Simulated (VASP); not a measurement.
# InSe (P-6m2) in VASP: a series of runs

Runs on InSe. Level: PBE. Tasks: electric field gradients, core levels.

Everything below comes from runs of VASP 6.6.1. Logs are shortened: lines on timing, memory, paths and dates and some standing lists are left out, and cuts for length are marked.

## Step 1: The crystal as given

Symmetry: P-6m2, No. 187, hexagonal system. Conventional cell: a = 4.047 Å, b = 4.047 Å, c = 18.052 Å, α = 90.00°, β = 90.00°, γ = 120.00°. Around In (site symmetry 3m) lie 3 Se at 2.65 Å and 1 In at 2.79 Å. Around In (site symmetry 3m) lie 3 Se at 2.65 Å and 1 In at 2.79 Å. Around Se (site symmetry 3m) lie 3 In at 2.65 Å. Around Se (site symmetry 3m) lie 3 In at 2.65 Å.

Measurements of this composition are mostly on another form, of space group No. 160.

## Step 2: Electric field gradients, PBE

File INCAR:

```
SYSTEM = InSe
PREC = Accurate ; ENCUT = 520
EDIFF = 1E-8 ; ISMEAR = 0
SIGMA = 0.02 ; LREAL = .FALSE.
LASPH = .TRUE. ; NELM = 60
ALGO = Fast ; ISIF = 2
LWAVE = .FALSE. ; LCHARG = .FALSE.
GGA = PE ; LEFG = .TRUE.
```

File KPOINTS:

```
regular mesh
0
G
  6 6 2
  0 0 0
```

File POSCAR:

```
InSe
1.0
    4.0473293151      0.0000000000      0.0000000000
   -2.0236646576      3.5050900044      0.0000000000
    0.0000000000      0.0000000000     18.0520649100
In Se
4 4
Direct
    0.3333333333      0.6666666667      0.0773904900
    0.3333333333      0.6666666667      0.9226095100
    0.0000000000      0.0000000000      0.4226063200
    0.0000000000      0.0000000000      0.5773936800
    0.3333333333      0.6666666667      0.3529842800
    0.3333333333      0.6666666667      0.6470157200
    0.6666666667      0.3333333333      0.1469999300
    0.6666666667      0.3333333333      0.8530000700
```

Potentials or basis: VASP PAW PBE potentials, release 64 (In_d, Se).

Run with:

```sh
$ cat potpaw_PBE.64/In_d/POTCAR potpaw_PBE.64/Se/POTCAR > POTCAR
$ mpirun -np 1 vasp_std > vasp.out
```

OUTCAR:

```text
SYSTEM = InSe
   PREC = Accurate
   ENCUT = 520
   EDIFF = 1E-8
   ISMEAR = 0
   LREAL = .FALSE.
   LASPH = .TRUE.
   NELM = 60
   ISIF = 2
   GGA = PE

 ion  position               nearest neighbor table
   1  0.333  0.667  0.077-   7 2.65   7 2.65   7 2.65   2 2.79
   2  0.333  0.667  0.923-   8 2.65   8 2.65   8 2.65   1 2.79
   3  0.000  0.000  0.423-   5 2.65   5 2.65   5 2.65   4 2.79
   4  0.000  0.000  0.577-   6 2.65   6 2.65   6 2.65   3 2.79
   5  0.333  0.667  0.353-   3 2.65   3 2.65   3 2.65
   6  0.333  0.667  0.647-   4 2.65   4 2.65   4 2.65
   7  0.667  0.333  0.147-   1 2.65   1 2.65   1 2.65
   8  0.667  0.333  0.853-   2 2.65   2 2.65   2 2.65

  LATTYP: Found a hexagonal cell.
 ALAT       =     4.0473293151
 C/A-ratio  =     4.4602411874

  Lattice vectors:

 A1 = (   4.0473293151,   0.0000000000,   0.0000000000)
 A2 = (  -2.0236646576,   3.5050900044,   0.0000000000)
 A3 = (   0.0000000000,   0.0000000000,  18.0520649100)

Analysis of symmetry for initial positions (statically):
=====================================================================
 Subroutine PRICEL returns:
 Original cell was already a primitive cell.

 Routine SETGRP: Setting up the symmetry group for a
 hexagonal supercell.

 Subroutine GETGRP returns: Found 12 space group operations
 (whereof 12 operations were pure point group operations)
 out of a pool of 24 trial point group operations.

The static configuration has the point symmetry D_3h.

Analysis of symmetry for dynamics (positions and initial velocities):
=====================================================================
 Subroutine PRICEL returns:
 Original cell was already a primitive cell.

 Routine SETGRP: Setting up the symmetry group for a
 hexagonal supercell.

 Subroutine GETGRP returns: Found 12 space group operations
 (whereof 12 operations were pure point group operations)
 out of a pool of 24 trial point group operations.

The dynamic configuration has the point symmetry D_3h.

 Subroutine INISYM returns: Found 12 space group operations
 (whereof 12 operations are pure point group operations),
 and found     1 'primitive' translations

----------------------------------------------------------------------------------------

                                     Primitive cell

  volume of cell :     256.0912

  direct lattice vectors                    reciprocal lattice vectors
     4.047329315  0.000000000  0.000000000     0.247076510  0.142649689  0.000000000
    -2.023664658  3.505090004  0.000000000     0.000000000  0.285299379  0.000000000
     0.000000000  0.000000000 18.052064910     0.000000000  0.000000000  0.055395325

  length of vectors
     4.047329315  4.047329315 18.052064910     0.285299379  0.285299379  0.055395325

  position of ions in fractional coordinates (direct lattice)
     0.333333333  0.666666667  0.077390490
     0.333333333  0.666666667  0.922609510
     0.000000000  0.000000000  0.422606320
     0.000000000  0.000000000  0.577393680
     0.333333333  0.666666667  0.352984280
     0.333333333  0.666666667  0.647015720
     0.666666667  0.333333333  0.146999930
     0.666666667  0.333333333  0.853000070

  ion indices of the primitive-cell ions
   primitive index   ion index
                 1           1
                 2           2
                 3           3
                 4           4
                 5           5
                 6           6
                 7           7
                 8           8

----------------------------------------------------------------------------------------

 KPOINTS: regular mesh

Automatic generation of k-mesh.
 Grid dimensions read from file:
 generate k-points for:    6    6    2

 Generating k-lattice:

[... 55 lines left out ...]
   NFREE  =      0    steps in history (QN), initial steepest desc. (CG)
   ISIF   =      2    stress and relaxation
   ISYM   =      2    0-nonsym 1-usesym 2-fastsym
   POTIM  = 0.5000    time-step for ionic-motion
   TEBEG  =    0.0;   TEEND  =   0.0 temperature during run
   PSTRESS=    0.0 pullay stress
   NELECT =      76.0000    total number of electrons
   NUPDOWN=      -1.0000    fix difference up-down
   EMIN   =  10.00;   EMAX   =-10.00  energy-range for DOS
   EFERMI =   0.00;   METHOD = LEGACY
   ISMEAR =     0;   SIGMA  =   0.02  broadening in eV -4-tet -1-fermi 0-gaus
   EFERMI_NEDOS =   21; number of points for ismear=-14 and -15
   IALGO  =     68    algorithm
   IMIX   =      4    mixing-type and parameters
     AMIX     =   0.40;   BMIX     =  1.00
     AMIX_MAG =   1.60;   BMIX_MAG =  1.00
  volume/ion in A,a.u.               =      32.01       216.02
  Fermi-wavevector in a.u.,A,eV,Ry     =   1.091980  2.063542 16.223849  1.192419
  Thomas-Fermi vector in A             =   2.228236
   LORBIT       =      0    0 simple, 1 ext, 2 COOP (PROOUT), +10 PAW based schemes
   GGA     = PE    functional components
   LHFCALC =     F    Hartree Fock is set to
   AEXX    =    0.0000 exact exchange contribution
   IVDW    =     0    specifies the selected vdW correction
   LEPSILON=     F    determine dielectric tensor
   LRPA    =     F    only Hartree local field effects (RPA)
 non-spin polarized calculation
 RMM-DIIS sequential band-by-band and
 Gauss-broadening in eV      SIGMA  =   0.02
  energy-cutoff  :      520.00
  volume of cell :      256.09
 maximum number of plane-waves:      6951
   NGX = 15   NGY = 15   NGZ = 67

 number of electron      76.0000024 magnetization

 Free energy of the ion-electron system (eV)
  ---------------------------------------------------
  ext. energy  EPLUGINS =         0.00000000
  ---------------------------------------------------
  free energy    TOTEN  =       -28.39715823 eV

  energy without entropy =      -28.39715823  energy(sigma->0) =      -28.39715823

 E-fermi :   3.1129     XC(G=0):  -8.4014

 val. band max:        3.0280333073   @ k =   0.0000   0.0000   0.0000
 cond. band min:       3.7445639564   @ k =   0.0000   0.0000   0.0000
 fundamental gap:      0.7165306491
 Fermi energy:         3.1128729954

 k-point     1 :       0.0000    0.0000    0.0000
  band No.  band energies     occupation
      1     -11.5007      2.00000
      2     -11.4978      2.00000
      3     -11.3146      2.00000
      4     -11.3146      2.00000
      5     -11.3117      2.00000
      6     -11.3117      2.00000
[... 661 lines left out ...]
     44       6.7017      0.00000
     45       7.6616      0.00000

------------------------ aborting loop because EDIFF is reached ----------------------------------------

  FORCE on cell =-STRESS in cart. coord.  units (eV):
  Direction    XX          YY          ZZ          XY          YZ          ZX
  --------------------------------------------------------------------------------------
  -------------------------------------------------------------------------------------
  Total        2.3920709      2.3920709      2.2618757     -0.0000000      0.0000000      0.0000000
  in kB       14.9654586     14.9654586     14.1509215     -0.0000000      0.0000000      0.0000000
  external PRESSURE =      14.6939462 kB  Pullay stress =       0.0000000 kB

 VOLUME and BASIS-vectors are now :
 -----------------------------------------------------------------------------
  energy-cutoff  :      520.00
  volume of cell :      256.09
      direct lattice vectors                 reciprocal lattice vectors
     4.047329315  0.000000000  0.000000000     0.247076510  0.142649689  0.000000000
    -2.023664658  3.505090004  0.000000000     0.000000000  0.285299379  0.000000000
     0.000000000  0.000000000 18.052064910     0.000000000  0.000000000  0.055395325

 POSITION                                       TOTAL-FORCE (eV/Angst)
 -----------------------------------------------------------------------------------
     -0.00000      2.33673      1.39706        -0.000000     -0.000000     -0.111842
     -0.00000      2.33673     16.65501        -0.000000     -0.000000      0.111842
      0.00000      0.00000      7.62892         0.000000      0.000000      0.110680
      0.00000      0.00000     10.42315        -0.000000      0.000000     -0.110680
     -0.00000      2.33673      6.37210         0.000000      0.000000     -0.252394
     -0.00000      2.33673     11.67997        -0.000000      0.000000      0.252394
      2.02366      1.16836      2.65365         0.000000     -0.000000      0.253796
      2.02366      1.16836     15.39841         0.000000     -0.000000     -0.253796
 -----------------------------------------------------------------------------------
    total drift:                               -0.000001      0.000000     -0.000000

  FREE ENERGIE OF THE ION-ELECTRON SYSTEM (eV)
  ---------------------------------------------------
  free  energy   TOTEN  =       -28.3971582277 eV

  energy  without entropy=      -28.3971582277  energy(sigma->0) =      -28.39715823

 Electric field gradients (V/A^2)
---------------------------------------------------------------------
 ion       V_xx      V_yy      V_zz      V_xy      V_xz      V_yz
---------------------------------------------------------------------
   1      53.359    53.359  -106.719     0.000    -0.000     0.000
   2      53.359    53.359  -106.719     0.000     0.000    -0.000
   3      53.524    53.525  -107.049     0.000    -0.000     0.000
   4      53.524    53.525  -107.049     0.000     0.000    -0.000
   5      39.777    39.777   -79.554     0.000     0.000    -0.000
   6      39.777    39.777   -79.554     0.000    -0.000     0.000
   7      39.719    39.719   -79.438     0.000    -0.000     0.000
   8      39.719    39.719   -79.438     0.000     0.000    -0.000
---------------------------------------------------------------------

 Electric field gradients after diagonalization (V/A^2)
 (convention: |V_zz| > |V_xx| > |V_yy|)
----------------------------------------------------------------------
 ion       V_xx      V_yy      V_zz     asymmetry (V_yy - V_xx)/ V_zz
----------------------------------------------------------------------
   1      53.360    53.359  -106.719       0.000
   2      53.360    53.359  -106.719       0.000
   3      53.525    53.524  -107.049       0.000
   4      53.525    53.524  -107.049       0.000
   5      39.777    39.777   -79.554       0.000
   6      39.777    39.777   -79.554       0.000
   7      39.719    39.719   -79.438       0.000
   8      39.719    39.719   -79.438       0.000
----------------------------------------------------------------------

           NMR quadrupolar parameters

 Cq : quadrupolar parameter    Cq=e*Q*V_zz/h
 eta: asymmetry parameters     (V_yy - V_xx)/ V_zz
 Q  : nuclear electric quadrupole moment in mb (millibarn)
----------------------------------------------------------------------
 ion       Cq(MHz)       eta       Q (mb)
----------------------------------------------------------------------
   1      -0.258       0.000       1.000
   2      -0.258       0.000       1.000
   3      -0.259       0.000       1.000
   4      -0.259       0.000       1.000
   5      -0.192       0.000       1.000
   6      -0.192       0.000       1.000
   7      -0.192       0.000       1.000
   8      -0.192       0.000       1.000
----------------------------------------------------------------------
```

It took 3.5 min on 1 thread of Intel Xeon 6975P-C (Granite Rapids), shared host; peak memory 0.42 GiB.

Results:

```yaml
Free_energy: -28.3972 eV
Pressure: 1.5 GPa
Largest_force: 0.254 eV/Å
Band_gap_on_the_k_mesh: 0.72 eV, direct
```

Forces in eV/Å, atoms in the order of the input:
```
In   0.000  0.000 -0.112
In   0.000  0.000  0.112
In   0.000  0.000  0.111
In   0.000  0.000 -0.111
Se   0.000  0.000 -0.252
Se   0.000  0.000  0.252
Se   0.000  0.000  0.254
Se   0.000  0.000 -0.254
```

Electric field gradients, principal values (V/Å²):
| atom | Vxx | Vyy | Vzz |
| --- | --- | --- | --- |
| 1 In | 53.359 | 53.360 | -106.719 |
| 2 In | 53.359 | 53.360 | -106.719 |
| 3 In | 53.524 | 53.525 | -107.049 |
| 4 In | 53.524 | 53.525 | -107.049 |
| 5 Se | 39.777 | 39.777 | -79.554 |
| 6 Se | 39.777 | 39.777 | -79.554 |
| 7 Se | 39.719 | 39.719 | -79.438 |
| 8 Se | 39.719 | 39.719 | -79.438 |

Caveat: spin-orbit coupling is left out, which moves the levels of the heavy elements; this functional lacks dispersion, which binds the layers, so the pressure and a relaxed spacing across them are unreliable. A k mesh can miss the band edges.

(Part 1 of 2 ends here.)
